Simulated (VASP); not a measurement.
Input:

```xyz
2
Lattice="0.0000 2.9527 2.9527 2.9527 0.0000 2.9527 2.9527 2.9527 0.0000" Properties=species:S:1:pos:R:3 pbc="T T T"
Na     0.0000     0.0000     0.0000
Br     2.9527     2.9527     2.9527
```

These are SCAN meta-GGA, VASP's PBE PAW potentials (set 64) (plane waves; VASP) values and carry that method's errors. Run with 520 eV cut-off, 9×9×9 Γ-centred mesh, tetrahedra with Blöchl corrections, potentials Na_pv Br.

### Question
What does the run give for the energy per atom (σ→0), band gap (over mesh and band path) with the smallest direct gap where there is one?

### Answer

| Property | Value |
|---|---|
| band gap (over mesh and band path) | 5.03 eV |
| smallest direct gap (over mesh and band path) | 5.03 eV |
| energy per atom (σ→0) | -13.576 eV/atom |

The absolute energy has meaning only against runs of the same code, potentials and settings.

The compound is NaBr in the rock salt structure. It was relaxed first.
